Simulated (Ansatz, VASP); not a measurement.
## Two plane-wave programs on Ni

```
CELL_PARAMETERS angstrom
-1.40037 1.40037 1.40037
1.40037 -1.40037 1.40037
1.40037 1.40037 -1.40037
ATOMIC_POSITIONS crystal
Ni 0.00000 0.00000 0.00000
```

Alike in both runs: functional PBE; k mesh 17 × 17 × 17; occupations gaussian, width 0.1 eV; collinear spin.

Ansatz relaxed the structure, and its values are those at the end. VASP's run is a single point on that final structure, the one shown.

|  | VASP | Ansatz |
| --- | --- | --- |
| version | VASP 6.6.1 | Ansatz 0.2.0 |
| potentials or method | VASP PAW PBE potentials, release 64 (Ni) | plane waves, PAW |
| plane-wave cutoff (eV) | 520 | 450 |
| valence electrons in the cell | 10 | 18 |

|  | VASP | Ansatz | Ansatz less VASP |
| --- | --- | --- | --- |
| pressure (GPa) | 0.0 | 0.0 | +0.01 |
| net moment per atom (μB) | 0.54 | 0.56 | +0.015 |
| size of the moment on the site where the two differ most (μB) | 0.55 | 0.59 | +0.038 |

Site moments also hang on the region over which each program counts them. The two sets of potentials don't hold the same shells in valence.
